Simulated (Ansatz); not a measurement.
## NaCl: short molecular dynamics at 200 K

All numbers below come from DFT PBEsol, scalar-relativistic, plane waves, PAW in Ansatz 0.2.0. Cutoff 420 eV, shifted (0.5, 0.5, 0.5 steps) 2×2×2 k-points, Fermi–Dirac smearing of 0.02 eV. The mesh is coarse. No spin polarisation.

16 atoms, starting at 1.00 times the perfect crystal's volume (space group Fm-3m, the cell as given, not relaxed at this level); constant energy, velocities drawn at 200 K, fixed cell; 42 steps of 3 fs. The run is short and not equilibrated.

First frame:

```xyz
16
Lattice="0.0000 5.6635 -5.6635 5.6635 5.6635 0.0000 5.6635 0.0000 -5.6635" Properties=species:S:1:pos:R:3 pbc="T T T"
Na    2.8317    2.8317   -5.6635
Na    5.6635    5.6635   -5.6635
Na    2.8317    0.0000   -2.8317
Na    5.6635    2.8317   -2.8317
Na    0.0000    2.8317   -2.8317
Na    2.8317    5.6635   -2.8317
Na    0.0000    0.0000    0.0000
Na    2.8317    2.8317    0.0000
Cl    5.6635    5.6635   -2.8317
Cl    2.8317    2.8317   -2.8317
Cl    5.6635    8.4953   -5.6635
Cl    2.8317    5.6635   -5.6635
Cl    8.4953    5.6635   -5.6635
Cl    5.6635    2.8317   -5.6635
Cl    8.4953    8.4953   -8.4953
Cl    5.6635    5.6635   -8.4953
```

```yaml
Mean_temperature_over_the_second_half: 93 K
Mean_pressure_over_the_second_half_kinetic_part_included: -0.5 GPa
Mean_potential_energy_above_the_perfect_crystal_as_given_at_volume_ratio_1;_its_own_run_had_another_smearing_without_effect_beside_its_gap: 13 meV/atom
Drift_of_the_conserved_energy_over_the_run: 0.027 meV/atom
Mean-square_drift_of_Cl_from_first_to_last_step_mean_shift_of_all_atoms_removed: 0.02 Å²
Mean-square_drift_of_Na_from_first_to_last_step_mean_shift_of_all_atoms_removed: 0.01 Å²
```

Pair distribution functions g(r), second half of the run, up to half the cell's height:

```tsv
r (Å)	Cl-Na
2.55	0.0
2.65	2.1
2.75	7.6
2.85	12.5
2.95	3.6
3.05	1.1
3.15	0.2
```

Along the run (potential energy from its first value; pressure with the kinetic part):

```csv
t (fs),T (K),ΔE_pot (meV/atom),P (GPa)
0.0,200,0.0,-0.7
3.0,199,0.2,-0.7
6.0,194,0.7,-0.7
9.0,187,1.5,-0.6
12.0,178,2.7,-0.6
15.0,166,4.1,-0.6
18.0,153,5.7,-0.6
21.0,139,7.5,-0.5
24.0,123,9.3,-0.5
27.0,108,11.2,-0.5
30.0,92,13.1,-0.4
33.0,78,14.8,-0.4
36.0,65,16.4,-0.4
39.0,54,17.8,-0.4
42.0,45,18.9,-0.3
45.0,38,19.7,-0.3
48.0,34,20.1,-0.3
51.0,33,20.3,-0.3
54.0,34,20.2,-0.3
57.0,37,19.8,-0.3
60.0,42,19.2,-0.3
63.0,48,18.4,-0.3
66.0,56,17.5,-0.3
69.0,64,16.6,-0.4
72.0,72,15.6,-0.4
75.0,80,14.6,-0.4
78.0,87,13.7,-0.4
81.0,94,12.9,-0.5
84.0,99,12.3,-0.5
87.0,103,11.7,-0.5
90.0,106,11.4,-0.5
93.0,108,11.1,-0.5
96.0,109,11.1,-0.5
99.0,109,11.1,-0.5
102.0,108,11.2,-0.5
105.0,106,11.4,-0.5
108.0,104,11.7,-0.5
111.0,102,11.9,-0.5
114.0,100,12.1,-0.5
117.0,98,12.3,-0.5
120.0,97,12.5,-0.5
123.0,97,12.5,-0.5
126.0,97,12.5,-0.5
```

Cost: 1 run of about 3.9 core-minutes (earlier runs that led there not counted), on Arm Neoverse V2 (shared hosts).